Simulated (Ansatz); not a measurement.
Something may be wrong with this Ansatz 0.2.0 calculation of CdSe (Cadmoselite).

input.yaml

```yaml
crystal:
  lattice:
    - [4.3, 0.0, 0.0]
    - [-2.15, 3.7239092363, 0.0]
    - [0.0, 0.0, 7.02]
  atoms:
    - { symbol: Cd, position: [0.6666666667, 0.3333333333, 0.5], spin: 0.5 }
    - { symbol: Cd, position: [0.3333333333, 0.6666666667, 0.0], spin: 0.5 }
    - { symbol: Se, position: [0.6666666667, 0.3333333333, 0.885] }
    - { symbol: Se, position: [0.3333333333, 0.6666666667, 0.385] }
kpoints:
  mp_grid: { grid: [7, 7, 4], kspacing: 0.3 }
scf:
  occupations: { method: fermi_dirac, width: 0.1 }
  lower_state_search: "off"
  max_iter: 100
hamiltonian:
  xc: r2scan
  dispersion: d3bj
  pseudopotentials: { kind: all_electron, datasets: crystal }
magnetization:
  spin_polarized: true
  initial_magnetization: 1.0
  spin_locking: { lock_magnetization: hard }
output:
  forces: true
  stress: true
  eigenvalues: true
  efg: {}
```

Potentials or basis: all-electron PAW datasets made for the crystal.

Run with:

```sh
$ ansatz run input.yaml --threads 2 --pin off --max-ram 6144MiB --backend cpu --events-out ev --progress --plain --runs-dir out
```

Output:

```text
Error: invalid value for `kpoints.mp_grid.kspacing`: mutually exclusive with `grid` — set one or the other
```

Diagnose the run.

The program refused the input. The input holds a flaw that was put in on purpose: a mesh with a zero or a mesh and a spacing (kpoints.mp_grid.kspacing = 0.3).
